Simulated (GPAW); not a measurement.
A run of GPAW 26.7.0 is set up as follows.

The input run.py:

```python
from ase import Atoms
from ase.dft.bandgap import bandgap
from ase.io import write
from ase.units import GPa
from gpaw import GPAW, PW

atoms = Atoms(['Ti', 'Ti', 'Si', 'Si', 'Si', 'Si'],
              cell=[[1.765105025, -6.759281535, 0.0],
                    [1.765105025, 6.759281535, 0.0],
                    [0.0, 0.0, 3.56517397]],
              scaled_positions=[[0.10311808, 0.89688192, 0.25],
                                [0.89688192, 0.10311808, 0.75],
                                [0.75031482, 0.24968518, 0.25],
                                [0.24968518, 0.75031482, 0.75],
                                [0.44174855, 0.55825145, 0.25],
                                [0.55825145, 0.44174855, 0.75]],
              pbc=True)

calc = GPAW(mode=PW(450),
            xc='PBE',
            kpts={'size': (6, 6, 6), 'gamma': True},
            occupations={'name': 'fermi-dirac', 'width': 0.05},
            nbands=38,
            maxiter=120,
            txt='gpaw.txt')
atoms.calc = calc
energy = atoms.get_potential_energy()
forces = atoms.get_forces()
stress = atoms.get_stress()
calc.write('gs.gpw')
write('result.traj', atoms)
print(f'Energy: {energy:.6f} eV')
print('Forces (eV/A):')
print(forces.round(4))
print('Stress (GPa):', (stress / GPa).round(3))
print('Fermi level:', round(calc.get_fermi_level(), 4), 'eV')
print(f'Gap: {bandgap(calc)[0]:.4f} eV, direct: {bandgap(calc, direct=True)[0]:.4f} eV')
```

Potentials or basis: GPAW PAW data sets (gpaw-data 1.2.1), pw.

Command:

```bash
$ OMP_NUM_THREADS=1 python run.py
```

**Question.** Estimate the band gap on the k mesh.

**Answer.** None (metal or under the smearing width).

**Question.** Estimate the pressure.

**Answer.** 2.3 GPa.

**Question.** Estimate the largest force.

**Answer.** 0.233 eV/Å.

Stress tensor (GPa, compression positive):
```
2.50 0.00 0.00
0.00 2.11 0.00
0.00 0.00 2.41
```

Caveat: the cutoff is short for stress and forces, so pressures can be off by a GPa or more; the program warned that so skewed a cell can give wrong results.
